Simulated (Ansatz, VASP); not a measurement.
# Ru: VASP beside Ansatz

File INCAR:

```
PREC = Accurate
ENCUT = 520
EDIFF = 1E-6
ISMEAR = 0
SIGMA = 0.15
LREAL = False
LASPH = True
NELM = 100
ALGO = Normal
ISIF = 2
LWAVE = False
LCHARG = False
GGA = PS
NBANDS = 21
```

File KPOINTS:

```
Automatic mesh
0
Gamma
  18 18 10
```

POSCAR

```
Ru
1.0
    2.5767000000      0.0000000000      0.0000000000
   -1.2883500000      2.2314876579      0.0000000000
    0.0000000000      0.0000000000      4.5586000000
Ru
2
Direct
    0.3333333333      0.6666666667      0.2500000000
    0.6666666667      0.3333333333      0.7500000000
```

Input for Ansatz:

```yaml
crystal:
  lattice:
    - [2.5767, 0.0, 0.0]
    - [-1.28835, 2.2314876579, 0.0]
    - [0.0, 0.0, 4.5586]
  atoms:
    - { symbol: Ru, position: [0.3333333333, 0.6666666667, 0.25] }
    - { symbol: Ru, position: [0.6666666667, 0.3333333333, 0.75] }
basis:
  ecutwfc: 420
kpoints:
  mp_grid: { grid: [18, 18, 10] }
hamiltonian:
  xc: pbesol
  pseudopotentials: { kind: paw, azcp: { folder: soft_1 } }
scf:
  occupations: { method: gaussian, width: 0.15 }
output:
  forces: true
  stress: true
  eigenvalues: true
```

Alike in both runs: task single point; functional PBEsol; k mesh 18 × 18 × 10; occupations gaussian, width 0.15 eV; no spin polarisation.

```csv
,VASP,Ansatz
version,VASP 6.6.1,Ansatz 0.2.0
potentials or method,"VASP PAW PBE potentials, release 64 (Ru_pv)","scalar-relativistic, plane waves, PAW"
plane-wave cutoff (eV),520,420
valence electrons in the cell,28,32
```

|  | VASP | Ansatz | Ansatz less VASP |
| --- | --- | --- | --- |
| gap on the k mesh at the Fermi level (eV) | none | none | - |
| pressure (GPa) | 9.8 | 9.9 | +0.12 |
| largest component of the traceless stress (GPa) | 39.83 | 39.88 | +0.056 |

A gap of «none» marks a metal or a gap that the smearing closes. The functional is the same, so the differences come from potentials, cutoffs and numerics. The two sets of potentials don't hold the same shells in valence. Ansatz warned: «pseudo_functional_mismatch».

Caveats: the PAW data sets were made with another functional, which shifts forces and pressure a little (VASP).
